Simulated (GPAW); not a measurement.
**ZnCu: single point with GLLB-SC**

The system is ZnCu.

```
Zn Cu
1.0
     2.94500    0.00000    0.00000
     0.00000    2.94500    0.00000
     0.00000    0.00000    2.94500
Zn Cu
1 1
Direct
  0.50000 0.50000 0.50000
  0.00000 0.00000 0.00000
```

```yaml
Program: GPAW 26.7.0
Task: single point
Functional: GLLB-SC
Potentials_or_basis: the program's PAW data sets (release 1.2.1) made for this functional
Cutoff: 450 eV
Basis: pw
k_mesh: 7 × 7 × 7
Occupations: fermi-dirac, width 0.05 eV
Spin: no spin polarisation
```

```yaml
Band_gap_on_the_k_mesh_Kohn-Sham_part_alone: none (metal or under the smearing width)
```

Levels at points of the mesh, in eV from the Fermi level:
```
           k point  band 8  band 9  band 10  band 11  band 12  band 13  band 14  band 15
(0.00, 0.00, 0.00)   -4.45   -3.67    -3.67    -3.67     6.36     6.36     6.36    11.40
```

It took 11 s on 1 thread of AMD EPYC 7R43 64-Core Processor (Zen 3), on a shared host, peak memory 0.14 GiB.

Caveat: a model potential gives levels but no total energy.
